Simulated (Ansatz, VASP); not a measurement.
# One calculation of Be2C, two programs

INCAR

```
  PREC = Accurate
  ENCUT = 520
  EDIFF = 1E-7
  ISMEAR = -1
  SIGMA = 0.05
  LREAL = False
  LASPH = True
  NELM = 100
  ALGO = Normal
  ISIF = 2
  LWAVE = False
  LCHARG = False
  GGA = PS
  NBANDS = 11
```

KPOINTS

```
regular mesh
0
Gamma
  11 11 11
```

Contents of POSCAR:

```
Be2C
1.0
    0.0000000000      2.1934901093      2.1934901093
    2.1934901093      0.0000000000      2.1934901093
    2.1934901093      2.1934901093      0.0000000000
C Be
1 2
Direct
    0.0000000000      0.0000000000      0.0000000000
    0.7500000000      0.7500000000      0.7500000000
    0.2500000000      0.2500000000      0.2500000000
```

File input.yaml:

```yaml
crystal:
  lattice:
    - [0.0, 2.1934901093, 2.1934901093]
    - [2.1934901093, 0.0, 2.1934901093]
    - [2.1934901093, 2.1934901093, 0.0]
  atoms:
    - { symbol: C, position: [0.0, 0.0, 0.0] }
    - { symbol: Be, position: [0.75, 0.75, 0.75] }
    - { symbol: Be, position: [0.25, 0.25, 0.25] }
hamiltonian:
  xc: pbesol
  pseudopotentials: { kind: paw }
kpoints:
  mp_grid: { grid: [11, 11, 11] }
scf:
  occupations: { method: fermi_dirac, width: 0.05 }
output:
  forces: true
  stress: true
  eigenvalues: true
  write_density: true
  write_potential: true
  elf: true
  volumetric_format: npy
```

Change from the starting cell: volume scaled by 1.04.

Alike in both runs: task single point; functional PBEsol; k mesh 11 × 11 × 11; occupations fermi-dirac, width 0.05 eV; no spin polarisation.

|  | VASP | Ansatz |
| --- | --- | --- |
| version | VASP 6.6.1 | Ansatz 0.2.0 |
| potentials or method | VASP PAW PBE potentials, release 64 (C, Be) | Ansatz PAW |
| plane-wave cutoff (eV) | 520 | 420 |
| valence electrons in the cell | 8 | 8 |

|  | VASP | Ansatz | Ansatz less VASP |
| --- | --- | --- | --- |
| gap on the k mesh at the Fermi level (eV) | 1.14 | 1.15 | +0.012 |
| least direct gap on the mesh (eV) | 4.01 | 4.02 | +0.008 |
| pressure (GPa) | -9.3 | -9.9 | -0.62 |

Caveats: the PAW data sets were made with another functional, which shifts forces and pressure a little (VASP); an odd mesh through Γ misses points on the zone boundary, where band edges often lie (VASP); odd divisions of the mesh miss points on the zone boundary, where band edges often lie, so the gap on the mesh can be too wide (Ansatz); the PAW data sets come from PBE, with cores solved anew for the run's functional, which leaves a small shift of forces and pressure (Ansatz).
